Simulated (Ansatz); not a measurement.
**Cu films: biaxial stress and wafer bow**

Plane-wave DFT in Ansatz, PBEsol, scalar-relativistic PAW potentials, cutoff 420 eV, no spin-orbit coupling; no spin polarisation. Cu in space group Fm-3m, strained equally along a and b of the conventional cell, with c and the atoms relaxed within the symmetry (a film with c along the normal). Stress is the in-plane mean, tension positive.

| strain (%) | stress (GPa) | E − E(0) (meV/atom) |
| --- | --- | --- |
| -6.0 | -15.48 | 57.4 |
| -4.0 | -8.81 | 23.6 |
| -2.0 | -3.90 | 5.7 |
| +0.0 | -0.11 | 0.0 |
| +2.0 | ? | 3.3 |
| +4.0 | 3.81 | 12.1 |
| +6.0 | 3.72 | 23.1 |

Q: Fit the stress, get the biaxial modulus and predict the missing row.

A: A parabola through the given rows is σ = -0.03 + 1.594 ε -0.1613 ε² GPa (ε in %), so M = dσ/dε = 159 GPa at zero. It predicts 2.51 GPa at +2.0 %; the run gave 2.42 GPa. The miss is 0.09 GPa, so the fit holds. The negative square term means that the film is stiffer in compression than in tension. The energies check it: E/V = Mε² at small strain, and a cubic fit with V = 11.31 Å³/atom gives M = 158 GPa, in agreement.

Q: How much does a 50 nm film at +0.2 % strain bow a 300 mm Si(001) wafer 775 μm thick?

A: The fit, without its small constant, gives σ = 0.31 GPa. Stoney's formula, κ = 6σt_f/(M_s t_s²) with M_s = 180.5 GPa for Si(001) (literature), gives |κ| = 0.86×10⁻³ m⁻¹ and a bow κr²/2 = 9.7 μm at r = 150 mm, with the film side concave (tension pulls the edges up). This assumes a single-crystal or fully textured, unrelaxed film at 0 K.

The cell has no gap in any row, so the stresses hang on mesh and smearing.

Cost: about 14 core-minutes for the runs cited, on Intel Xeon Platinum 8259CL (Skylake/Cascade Lake) (shared hosts).

Stress rises steeply in compression but levels off in tension, at 3.81 and 3.72 GPa in the last two rows. Stretching the plane while c contracts takes fcc Cu along the Bain path towards bcc, where the in-plane stress must vanish again by symmetry, so the restoring force has to pass through a maximum. In compression, the overlap of nearly filled d shells adds a growing repulsion. The flattening suggests that the ideal biaxial strength is nearly reached, though the small difference between these two rows doesn't fix the position of the maximum.

The modulus of 159 GPa is clearly above what the measured elastic constants of Cu give for a (001) film. PBEsol's slightly short, stiff bonds probably explain part of this, and the excess carries straight into the film stress and the bow of 9.7 μm. Nor does that bow apply to the (111) texture common in deposited Cu, which is much stiffer in-plane because Cu is strongly anisotropic.
